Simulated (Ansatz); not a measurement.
# Optical constants of Hf2Si

Computed with DFT PBEsol, scalar-relativistic, plane waves, PAW (Ansatz). Cutoff 420 eV, 10×10×10 k-points (Γ-centred), Fermi-Dirac smearing of 0.15 eV. No spin polarisation.

Equilibrium structure at this level:
```xyz
6
Lattice="-3.2530 3.2530 2.5777 3.2530 -3.2530 2.5777 3.2530 3.2530 -2.5777" Properties=species:S:1:pos:R:3 pbc="T T T"
Hf    1.0230    2.2300    2.5777
Hf    2.2300   -1.0230    2.5777
Hf    2.2300    1.0230    0.0000
Hf    1.0230    4.2760    0.0000
Si    0.0000    0.0000    3.8665
Si    0.0000    0.0000    1.2888
```

In a metal these results depend on the k mesh and the smearing. Spin–orbit coupling is left out, which matters for heavy elements.

Independent-particle response (no local fields, no excitons) on a 14×14×14 mesh, broadened by 0.1 eV; the Drude term is undamped and its weight carries the smearing above, which sets much of it in a semimetal. The run couldn't bound its error over part or most of this range, so small peaks and near ties are unsure. Light polarised along y. ε₁ lacks the small share of bands above those solved.

Task: Tabulate ε₁ and ε₂ against photon energy.

Result:
```
E (eV)      ε₁     ε₂
   0.3  -35.72  40.98
   0.8    7.07  28.78
   1.3   13.12  23.05
   1.8    9.33  21.98
   2.3    5.00  20.33
   2.8    3.49  19.05
   3.3   -0.20  15.64
   3.8    0.15  11.25
   4.3   -0.54  10.61
   4.8    0.92   8.67
   5.3    2.64   8.56
   5.8    2.43  11.02
   6.3    1.27  11.38
   6.8   -2.01  11.87
   7.3   -4.49  10.89
   7.8   -5.57   7.86
   8.3   -5.17   6.09
   8.8   -4.61   4.27
   9.3   -4.64   3.56
```

Task: Where is the highest local maximum of ε₂ between 0.3 and 9 eV?

Result: At 0.4 eV, where ε₂ = 41.3.

Cost: 1 run of about 14 core-minutes, on Intel Xeon 6975P-C (Granite Rapids) (shared hosts).